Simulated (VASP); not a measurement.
# Settings for SiC: relaxation of the cell

SiC, F-43m (no. 216), 2 atoms in the cell. PBE; PAW potentials Si, C (PBE set). VASP 6.6.1. The cell is changed on purpose: volume scaled by 0.95.

Wanted: cell volume within 0.2 %; lattice lengths within 0.1 %; shortest distances from each atom, periodic images included within 0.005 Å.

What the run is for: cell; Accuracy asked: standard.

The series start from Plane-wave cutoff (eV): 600; k-point mesh: 7 × 7 × 7; Relaxation passes: 2; Ionic threshold (EDIFFG): -0.005; Electronic threshold (eV): 1e-6; Precision mode (PREC): Accurate; Relaxation algorithm: IBRION=2 POTIM=0.5. Each series keeps the choices made before it, and each single choice may use up half of a tolerance. Times cover all steps of a run.

## Plane-wave cutoff (eV)

| Plane-wave cutoff (eV) | Cell volume (Å³) | Lattice lengths, largest deviation against the largest value | Shortest distances from each atom, periodic images included, largest deviation (Å) | Time (s) |
|---|---|---|---|---|
| 400 | 20.89 | 0.17 % | 0.0032 | 28 |
| 460 | 20.99 | 0.0032 % | 0.0001 | 26 |
| 520 | 20.99 | 0.0026 % | 0.0001 | 25 |
| 600 | 20.98 | 0.013 % | 0.0003 | 27 |
| 700 | 20.98 | 0.015 % | 0.0003 | 53 |
| 840 (reference) | 20.99 | 0 % | 0.0000 | 61 |

Chosen: 460, the loosest value from which every tighter one stays within half of the tolerance.

## k-point mesh

| k-point mesh | Cell volume (Å³) | Lattice lengths, largest deviation against the largest value | Shortest distances from each atom, periodic images included, largest deviation (Å) | Time (s) |
|---|---|---|---|---|
| 4 × 4 × 4 | 21.02 | 0.057 % | 0.0011 | 26 |
| 5 × 5 × 5 | 21 | 0.018 % | 0.0003 | 24 |
| 6 × 6 × 6 | 20.99 | 0.0058 % | 0.0001 | 29 |
| 7 × 7 × 7 | 20.99 | 0.0026 % | 0.0001 | 26 |
| 9 × 9 × 9 | 20.99 | 0.00032 % | 0.0000 | 44 |
| 11 × 11 × 11 (reference) | 20.99 | 0 % | 0.0000 | 50 |

Chosen: 5 × 5 × 5.

## Relaxation passes

| Relaxation passes | Cell volume (Å³) | Lattice lengths, largest deviation against the largest value | Shortest distances from each atom, periodic images included, largest deviation (Å) | Time (s) |
|---|---|---|---|---|
| 1 | 20.98 | 0.037 % | 0.0007 | 19 |
| 2 | 21 | 0 % | 0.0000 | 24 |
| 3 (reference) | 21 | 0 % | 0.0000 | 24 |

Chosen: 2.

## Ionic threshold (EDIFFG)

| Ionic threshold (EDIFFG) | Cell volume (Å³) | Lattice lengths, largest deviation against the largest value | Shortest distances from each atom, periodic images included, largest deviation (Å) | Time (s) |
|---|---|---|---|---|
| -0.05 | 21 | 0.0019 % | 0.0000 | 10 |
| -0.02 | 21 | 0.0019 % | 0.0000 | 11 |
| -0.01 | 21 | 0 % | 0.0000 | 14 |
| -0.005 | 21 | 0 % | 0.0000 | 24 |
| -0.002 (reference) | 21 | 0 % | 0.0000 | 21 |

Chosen: -0.05.

## Electronic threshold (eV)

| Electronic threshold (eV) | Cell volume (Å³) | Lattice lengths, largest deviation against the largest value | Shortest distances from each atom, periodic images included, largest deviation (Å) | Time (s) |
|---|---|---|---|---|
| 0.0001 | 21 | 0.00032 % | 0.0000 | 9.7 |
| 1e-5 | 21 | 0 % | 0.0000 | 9.0 |
| 1e-6 | 21 | 0.00032 % | 0.0000 | 10 |
| 1e-7 (reference) | 21 | 0 % | 0.0000 | 12 |

Chosen: 0.0001.

## Precision mode (PREC)

| Precision mode (PREC) | Cell volume (Å³) | Lattice lengths, largest deviation against the largest value | Shortest distances from each atom, periodic images included, largest deviation (Å) | Time (s) |
|---|---|---|---|---|
| Normal | 21 | 0.0039 % | 0.0001 | 6.2 |
| Accurate (reference) | 21 | 0 % | 0.0000 | 9.7 |

Chosen: Normal.

## Relaxation algorithm

| Relaxation algorithm | Cell volume (Å³) | Lattice lengths, largest deviation against the largest value | Shortest distances from each atom, periodic images included, largest deviation (Å) | Time (s) |
|---|---|---|---|---|
| IBRION=2 POTIM=0.5 | 21 | 0 % | 0.0000 | 6.2 |
| IBRION=2 POTIM=0.2 | 20.99 | 0.018 % | 0.0003 | 5.6 |
| IBRION=1 POTIM=0.5 | 21.06 | 0.089 % | 0.0017 | 7.1 |
| IBRION=1 POTIM=0.2 | 20.97 | 0.045 % | 0.0008 | 8.7 |

Chosen: IBRION=2 POTIM=0.5; no other choice that stays within half of the tolerance saves 30 % of the time.

## All choices together

| Input | Cell volume (Å³) | Lattice lengths, largest deviation against the largest value | Shortest distances from each atom, periodic images included, largest deviation (Å) | Time (s) |
|---|---|---|---|---|
| the program's defaults (naive) | 20.9 | 0.14 % | 0.0027 | 5.5 |
| chosen settings | 21 | 0.023 % | 0.0004 | 6.2 |
| reference settings throughout | 20.99 | 0 % | 0.0000 | 160 |

The tolerance is met.

Values of the reference run: Lattice lengths: 3.096, 3.096, 3.096 Å; Shortest distances from each atom, periodic images included: 1.896, 1.896, 1.896, 1.896, 1.896, 1.896, 1.896, 1.896 Å.

## The input

INCAR.step1:
```
SYSTEM = SiC
GGA = PE
ISMEAR = 0
SIGMA = 0.03
LWAVE = .FALSE.
LCHARG = .FALSE.
NSW = 80
PREC = Normal
LASPH = .TRUE.
LREAL = .FALSE.
ALGO = Normal
EDIFF = 1E-4
NELM = 120
GGA_COMPAT = .FALSE.
IBRION = 2
ISIF = 3
EDIFFG = -0.05
NELMIN = 4
ENCUT = 460
EFERMI = MIDGAP
POTIM = 0.5
```

INCAR.step3, as INCAR.step1 but for:
```
- NSW = 80
- IBRION = 2
- ISIF = 3
- EDIFFG = -0.05
- NELMIN = 4
- POTIM = 0.5
+ ISIF = 2
```

KPOINTS:
```
Automatic mesh
0
Gamma
  5 5 5
  0 0 0
```

POSCAR.step1:
```
SiC
1.0
    0.0000000000      2.1420606605      2.1420606605
    2.1420606605      0.0000000000      2.1420606605
    2.1420606605      2.1420606605      0.0000000000
Si C
1 1
Direct
    0.0000000000      0.0000000000      0.0000000000
    0.7500000000      0.7500000000      0.7500000000
```

Commands (each step's output is kept before the next begins):
```
cat potpaw_PBE.64/Si/POTCAR potpaw_PBE.64/C/POTCAR > POTCAR
cp INCAR.step1 INCAR
cp POSCAR.step1 POSCAR
mpirun -np 1 vasp_std > vasp.out
cp CONTCAR POSCAR
mpirun -np 1 vasp_std > vasp.out
cp CONTCAR POSCAR
cp INCAR.step3 INCAR
mpirun -np 1 vasp_std > vasp.out
```

The chosen input took VASP 6.6.1 6.2 s on 1 core (Intel Xeon Platinum 8488C (Sapphire Rapids)), a shared host.

## An input that fails: cell relaxed at a low cutoff

It runs to its end, but against the unchanged starting input it is off by 5 % in the cell volume, 1.7 % in the lattice lengths, 0.0319 Å in the shortest distances from each atom, periodic images included.

Changes against the starting input:
```
(all steps)
- PREC = Accurate
- NELM = 120
- ENCUT = 600
+ PREC = Low
+ NELM = 99
+ ENCUT = 280
```
